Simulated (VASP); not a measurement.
# CuO (F-43m) in VASP: notebook

Runs on CuO. Level: PBEsol+U. Tasks: single point.

Program: VASP 6.6.1. These are calculated values, not measurements. Logs are shortened: lines on timing, memory, paths and dates and some standing lists are left out, and cuts for length are marked.

## 1. Starting point

It takes space group F-43m (No. 216, cubic). The conventional cell has a = 4.655 Å, b = 4.655 Å, c = 4.655 Å, α = 90.00°, β = 90.00°, γ = 90.00°. Cu (site symmetry -43m) has 4 O at 2.02 Å as nearest neighbours. O (site symmetry -43m) has 4 Cu at 2.02 Å as nearest neighbours.

Measurements of this composition are mostly on another form, of space group No. 15.

## 2. Single point, PBEsol+U, collinear spin, ferrimagnetic start

INCAR

```
  PREC = Accurate
  ENCUT = 520
  EDIFF = 1E-6
  ISMEAR = 0
  SIGMA = 0.05
  LREAL = False
  LASPH = True
  NELM = 60
  ALGO = Normal
  ISIF = 2
  LWAVE = False
  LCHARG = False
  ISPIN = 2
  MAGMOM = 0.6 -0.3 0 0
  LORBIT = 11
  LMAXMIX = 4
  LDAU = True
  LDAUTYPE = 2
  LDAUL = 2 -1
  LDAUU = 8 0
  LDAUJ = 0 0
  LDAUPRINT = 1
  GGA = PS
```

KPOINTS

```
Automatic mesh
0
Gamma
  7 7 7
```

POSCAR

```
CuO
1.0
    4.6545054600      2.3272527300      2.3272527300
    2.3272527300      4.6545054600      2.3272527300
    2.3272527300      2.3272527300      4.6545054600
Cu O
2 2
Direct
    0.0000000000      0.0000000000      0.0000000000
    0.5000000000      0.5000000000      0.5000000000
    0.1250000000      0.1250000000      0.1250000000
    0.6250000000      0.6250000000      0.6250000000
```

Potentials or basis: VASP PAW PBE potentials, release 64 (Cu, O).

On the command line:

```sh
cat potpaw_PBE.64/Cu/POTCAR potpaw_PBE.64/O/POTCAR > POTCAR
mpirun -np 1 vasp_std > vasp.out
```

OUTCAR:

```text
PREC = Accurate
   ENCUT = 520
   EDIFF = 1E-6
   ISMEAR = 0
   LREAL = False
   LASPH = True
   NELM = 60
   ISIF = 2
   ISPIN = 2
   LORBIT = 11
   GGA = PS

 ion  position               nearest neighbor table
   1  0.000  0.000  0.000-   4 2.02   4 2.02   4 2.02   3 2.02
   2  0.500  0.500  0.500-   3 2.02   3 2.02   3 2.02   4 2.02
   3  0.125  0.125  0.125-   1 2.02   2 2.02   2 2.02   2 2.02
   4  0.625  0.625  0.625-   2 2.02   1 2.02   1 2.02   1 2.02

  LATTYP: Found a trigonal (rhomboedric) cell.
 ALAT       =     5.7005816910
 COS(alpha) =     0.8333333333

  Lattice vectors:

 A1 = (   4.6545054600,   2.3272527300,   2.3272527300)
 A2 = (   2.3272527300,   4.6545054600,   2.3272527300)
 A3 = (   2.3272527300,   2.3272527300,   4.6545054600)

Analysis of symmetry for initial positions (statically):
=====================================================================
 Subroutine PRICEL returns following result:

  LATTYP: Found a face centered cubic cell.
 ALAT       =     4.6545054600

  Lattice vectors:

 A1 = (   0.0000000000,  -2.3272527300,   2.3272527300)
 A2 = (  -2.3272527300,  -0.0000000000,   2.3272527300)
 A3 = (  -2.3272527300,  -2.3272527300,   0.0000000000)

   2 primitive cells build up your supercell.

 Routine SETGRP: Setting up the symmetry group for a
 trigonal (rhombohedral) supercell.

 Subroutine GETGRP returns: Found  6 space group operations
 (whereof  6 operations were pure point group operations)
 out of a pool of 12 trial point group operations.

The static configuration has the point symmetry C_3v.

Analysis of symmetry for dynamics (positions and initial velocities):
[... 249 lines left out ...]
  o =  0.8877  v =  0.0000  0.0000  0.0000  0.0000  0.0000  0.5774  0.5774 -0.0000  0.5774 -0.0000      0.0000  0.0000  0.0000  0.0000  0.0000  0.0000  0.0000  0.0000  0.0000  0.0000
  o =  0.9633  v =  0.0000  0.0000  0.0000  0.0000  0.0000  0.6843 -0.3421 -0.5455 -0.3421  0.0000      0.0000  0.0000  0.0000  0.0000  0.0000  0.0000  0.0000  0.0000  0.0000  0.0000
  o =  0.9633  v =  0.0000  0.0000  0.0000  0.0000  0.0000  0.0000 -0.5926 -0.0000  0.5926  0.5455      0.0000  0.0000  0.0000  0.0000  0.0000  0.0000  0.0000  0.0000  0.0000  0.0000
  o =  0.9665  v =  0.5774  0.5774  0.0000  0.5774  0.0000  0.0000  0.0000  0.0000  0.0000  0.0000      0.0000  0.0000  0.0000  0.0000  0.0000  0.0000  0.0000  0.0000  0.0000  0.0000
  o =  0.9696  v = -0.0207  0.0103  0.9997  0.0103  0.0000  0.0000  0.0000  0.0000  0.0000  0.0000      0.0000  0.0000  0.0000  0.0000  0.0000  0.0000  0.0000  0.0000  0.0000  0.0000
  o =  0.9696  v =  0.0000 -0.0179 -0.0000  0.0179  0.9997  0.0000  0.0000  0.0000  0.0000  0.0000      0.0000  0.0000  0.0000  0.0000  0.0000  0.0000  0.0000  0.0000  0.0000  0.0000
  o =  0.9705  v =  0.0000  0.0000  0.0000  0.0000  0.0000  0.0000  0.3857  0.0000 -0.3857  0.8381      0.0000  0.0000  0.0000  0.0000  0.0000  0.0000  0.0000  0.0000  0.0000  0.0000
  o =  0.9705  v =  0.0000  0.0000  0.0000  0.0000  0.0000 -0.4454  0.2227 -0.8381  0.2227  0.0000      0.0000  0.0000  0.0000  0.0000  0.0000  0.0000  0.0000  0.0000  0.0000  0.0000

 number of electron      33.9999983 magnetization       0.5856767

 Free energy of the ion-electron system (eV)
  ---------------------------------------------------
  ext. energy  EPLUGINS =         0.00000000
  ---------------------------------------------------
  free energy    TOTEN  =       -15.08820321 eV

  energy without entropy =      -15.08178111  energy(sigma->0) =      -15.08499216

 E-fermi :   1.9167     XC(G=0): -10.7350

 val. band max:        1.9164877763   @ k =  -0.2857   0.4286   0.2857
 cond. band min:       1.9192590038   @ k =  -0.2857   0.1429   0.0000
 fundamental gap:      0.0027712275
 Fermi energy:         1.9167373862

 spin component 1

 k-point     1 :       0.0000    0.0000    0.0000
  band No.  band energies     occupation
      1     -15.7931      1.00000
      2     -15.0778      1.00000
      3      -3.3531      1.00000
      4      -3.3531      1.00000
      5      -3.1554      1.00000
      6      -2.7068      1.00000
[... 1145 lines left out ...]
     20       8.6625      0.00000
     21      12.3061      0.00000

 [... further k-points ...]

------------------------ aborting loop because EDIFF is reached ----------------------------------------

  FORCE on cell =-STRESS in cart. coord.  units (eV):
  Direction    XX          YY          ZZ          XY          YZ          ZX
  --------------------------------------------------------------------------------------
  -------------------------------------------------------------------------------------
  Total       -5.2278227     -5.2278227     -5.2278227      0.2642080      0.2642080      0.2642080
  in kB     -166.1272188   -166.1272188   -166.1272188      8.3958755      8.3958755      8.3958755
  external PRESSURE =    -166.1272188 kB  Pullay stress =       0.0000000 kB

 VOLUME and BASIS-vectors are now :
 -----------------------------------------------------------------------------
  energy-cutoff  :      520.00
  volume of cell :       50.42
      direct lattice vectors                 reciprocal lattice vectors
     4.654505460  2.327252730  2.327252730     0.322268394 -0.107422798 -0.107422798
     2.327252730  4.654505460  2.327252730    -0.107422798  0.322268394 -0.107422798
     2.327252730  2.327252730  4.654505460    -0.107422798 -0.107422798  0.322268394

 POSITION                                       TOTAL-FORCE (eV/Angst)
 -----------------------------------------------------------------------------------
      0.00000      0.00000      0.00000         0.009118      0.009118      0.009118
      4.65451      4.65451      4.65451        -0.093158     -0.093158     -0.093158
      1.16363      1.16363      1.16363         0.066096      0.066096      0.066096
      5.81813      5.81813      5.81813         0.017944      0.017944      0.017944
 -----------------------------------------------------------------------------------
    total drift:                               -0.000001     -0.000001     -0.000001

  FREE ENERGIE OF THE ION-ELECTRON SYSTEM (eV)
  ---------------------------------------------------
  free  energy   TOTEN  =       -15.0882032085 eV

  energy  without entropy=      -15.0817811102  energy(sigma->0) =      -15.08499216

 total charge

# of ion       s       p       d       tot
------------------------------------------
    1        0.310   0.312   9.341   9.963
    2        0.307   0.312   9.363   9.981
    3        1.561   3.288   0.000   4.849
    4        1.562   3.287   0.000   4.849
--------------------------------------------------
tot          3.739   7.198  18.704  29.642

 magnetization (x)

# of ion       s       p       d       tot
------------------------------------------
    1       -0.007   0.014   0.402   0.408
    2        0.001  -0.005  -0.125  -0.130
    3       -0.002  -0.107   0.000  -0.109
    4        0.007   0.379   0.000   0.386
--------------------------------------------------
tot         -0.002   0.281   0.277   0.556
```

OSZICAR:

```text
N       E                     dE             d eps       ncg     rms          rms(c)
DAV:   1     0.312725845508E+03    0.31273E+03   -0.16856E+04  3736   0.242E+03
DAV:   2     0.295066540337E+02   -0.28322E+03   -0.27143E+03  3861   0.430E+02
DAV:   3    -0.155021370351E+02   -0.45009E+02   -0.42667E+02  4634   0.196E+02
[... 15 lines left out ...]
DAV:  19    -0.150881097035E+02   -0.63804E-04   -0.15237E-04  6463   0.616E-01    0.483E-02
DAV:  20    -0.150881705454E+02   -0.60842E-04   -0.16477E-04  6554   0.675E-01    0.503E-02
DAV:  21    -0.150881905129E+02   -0.19968E-04   -0.26346E-04  6479   0.667E-01    0.259E-02
DAV:  22    -0.150882002734E+02   -0.97605E-05   -0.95636E-05  6395   0.329E-01    0.528E-03
DAV:  23    -0.150882027778E+02   -0.25044E-05   -0.12147E-05  4931   0.507E-02    0.380E-03
DAV:  24    -0.150882032085E+02   -0.43072E-06   -0.80505E-07  2188   0.310E-02
   1 F= -.15088203E+02 E0= -.15084992E+02  d E =-.642210E-02  mag=     0.5872
```

stdout:

```text
POSCAR found type information on POSCAR CuO
 POSCAR found :  2 types and       4 ions
 scaLAPACK will be used
 -----------------------------------------------------------------------------
|                                                                             |
|                                                                             |
|     You enforced a specific xc type in the INCAR file but a different       |
|     I HOPE YOU KNOW WHAT YOU ARE DOING!                                     |
|                                                                             |
 -----------------------------------------------------------------------------

 LDA part: xc-table for (Slater+PW92), standard interpolation
 POSCAR, INCAR and KPOINTS ok, starting setup
 FFT: planning ... GRIDC
 FFT: planning ... GRID_SOFT
 FFT: planning ... GRID
 WAVECAR not read
 entering main loop
```

Run time: 6.3 min. Hardware: 1 thread of Intel Xeon Platinum 8259CL at 2.50GHz (Skylake/Cascade Lake), shared host; peak memory 0.35 GiB.

The run converged, but a check on its numbers failed (symmetry, net force, bounds or a known fault of this set-up), so they aren't taken as properties of the crystal.

Caveat: the result breaks the symmetry of the cell; the PAW data sets were made with another functional, which shifts forces and pressure a little.

## 3. Single point, PBEsol+U, collinear spin, random start

This run uses another cell than the first one: it holds 2 atoms, not 4.

INCAR

```
PREC = Accurate
ENCUT = 520
EDIFF = 1E-6
ISMEAR = 0
SIGMA = 0.05
LREAL = False
LASPH = True
NELM = 80
ALGO = Normal
ISIF = 2
LWAVE = False
LCHARG = True
ISPIN = 2
MAGMOM = 0.33 0
LORBIT = 11
LMAXMIX = 4
LDAU = True
LDAUTYPE = 2
LDAUL = 2 -1
LDAUU = 8 0
LDAUJ = 0 0
LDAUPRINT = 1
GGA = PS
LELF = True
LVHAR = True
NBANDS = 20
```

KPOINTS is that of step 2.

POSCAR

```
CuO
1.0
    0.0000000000      2.3272527300      2.3272527300
    2.3272527300      0.0000000000      2.3272527300
    2.3272527300      2.3272527300      0.0000000000
Cu O
1 1
Direct
    0.0000000000      0.0000000000      0.0000000000
    0.2500000000      0.2500000000      0.2500000000
```

Potentials or basis: VASP PAW PBE potentials, release 64 (Cu, O).

On the command line:

```sh
cat potpaw_PBE.64/Cu/POTCAR potpaw_PBE.64/O/POTCAR > POTCAR
mpirun -np 1 vasp_std > vasp.out
```

Run time: 17 s. Hardware: 1 thread of Intel Xeon Platinum 8259CL at 2.50GHz (Skylake/Cascade Lake), shared host; peak memory 0.15 GiB.

The run converged. Its results:

```
Free energy                                           : -7.5933 eV
Pressure                                              : -16.0 GPa
Band gap on the k mesh                                : none (metal or under the smearing width)
Net moment                                            : 1.00 μB per cell
Site moments                                          : Cu +0.47; O +0.48 μB
Valence electrons inside the program's atomic spheres : Cu 9.97; O 4.85
```

Levels at points of the mesh, in eV from the Fermi level:
Spin up:
```
           k point  band 5  band 6  band 7  band 8  band 9  band 10  band 11  band 12  band 13  band 14
(0.00, 0.00, 0.00)   -3.55   -3.55   -0.07   -0.07   -0.07     1.69    14.79    14.79    14.79    20.52
```
Spin down:
```csv
k point,band 5,band 6,band 7,band 8,band 9,band 10
"(0.00, 0.00, 0.00)",-3.07,-3.07,1.26,1.26,1.26,1.84
```

Eigenvalues of the final occupation matrices:
```
    site  spin  trace               eigenvalues
site 1 d     1   4.92  0.98 0.98 0.99 0.99 0.99
site 1 d     2   4.45  0.84 0.84 0.84 0.96 0.96
```

Caveat: the PAW data sets were made with another functional, which shifts forces and pressure a little; a cell with one magnetic atom can't hold antiferromagnetic order, which such compounds often take. The state reached can hang on the start; a lower one may exist.

## 4. Single point, PBEsol+U, collinear spin, ferromagnetic start

This run uses another cell than the first one: it holds 2 atoms, not 4.

INCAR

```
SYSTEM = CuO
PREC = Accurate
ENCUT = 520
EDIFF = 1E-6
ISMEAR = 0
SIGMA = 0.05
LREAL = .False.
LASPH = .True.
NELM = 80
ALGO = Fast
ISIF = 2
LWAVE = .False.
LCHARG = .True.
ISPIN = 2
MAGMOM = 0.6 0
LORBIT = 11
NUPDOWN = 0
LMAXMIX = 4
LDAU = .True.
LDAUTYPE = 2
LDAUL = 2 -1
LDAUU = 8 0
LDAUJ = 0 0
LDAUPRINT = 1
GGA = PS
LELF = .True.
LVHAR = .True.
NBANDS = 20
```

KPOINTS

```
Automatic mesh
0
Gamma
  7 7 7
  0 0 0
```

POSCAR is that of step 3.

On the command line:

```sh
cat potpaw_PBE.64/Cu/POTCAR potpaw_PBE.64/O/POTCAR > POTCAR
mpirun -np 1 vasp_std > vasp.out
```

Wall time 18 s (1 thread of Intel Xeon Platinum 8259CL at 2.50GHz (Skylake/Cascade Lake), shared host); peak memory 0.15 GiB.

Results (log left out):

```yaml
Free_energy: -7.5202 eV
Pressure: -17.3 GPa
Net_moment: 0.00 μB per cell
Valence_electrons_inside_the_program's_atomic_spheres: Cu 9.98; O 4.84
```

Eigenvalues of the final occupation matrices:
```
    site  spin  trace               eigenvalues
site 1 d     1   4.70  0.92 0.92 0.92 0.97 0.97
site 1 d     2   4.70  0.92 0.92 0.92 0.97 0.97
```

Caveat: the PAW data sets were made with another functional, which shifts forces and pressure a little; the total moment is fixed, so each spin has its own Fermi level. The state reached can hang on the start; a lower one may exist.

## 5. The reference run

An earlier run on the cell as given: functional PBE; potentials or basis VASP PAW PBE potentials, release 64 (Cu, O); cutoff 520 eV; k mesh 10 × 10 × 10; occupations fermi-dirac, width 0.05 eV; no spin polarisation.

* Pressure: -9.1 GPa
* Band gap on the k mesh: none (metal or under the smearing width)

## 6. Summary

```csv
level,spin,U,fixed moment (μB),k mesh,smearing,gap on the mesh (eV),pressure (GPa),moment (μB)
PBEsol+U,"collinear, random start",Cu d U = 8 eV,-,7 × 7 × 7,gaussian 0.05 eV,none,-16.0,1.00
PBEsol+U,"collinear, ferromagnetic start",Cu d U = 8 eV,0,7 × 7 × 7,gaussian 0.05 eV,-,-17.3,0.00
PBE,off,-,-,10 × 10 × 10,fermi-dirac 0.05 eV,none,-9.1,-
```

Alike in all rows: task single point; potentials or basis VASP PAW PBE potentials, release 64 (Cu, O); cell as given; cutoff (eV) 520.

The pressure there spans -17.3 GPa (PBEsol+U) to -9.1 GPa (PBE); a positive pressure means that this level wants a larger cell, a negative one a smaller.

Caveats: the PAW data sets were made with another functional, which shifts forces and pressure a little (some runs); a cell with one magnetic atom can't hold antiferromagnetic order, which such compounds often take (some runs); the total moment is fixed, so each spin has its own Fermi level (some runs); an odd number of electrons without spin polarisation forces a metal (some runs); a magnetic or distorted state may lie lower (some runs); semilocal functionals often make such compounds metallic where correlation or magnetic order opens a gap, which also shifts bond lengths (some runs).

Total energies depend on the potentials used, so only differences within one code and one set of settings carry meaning.
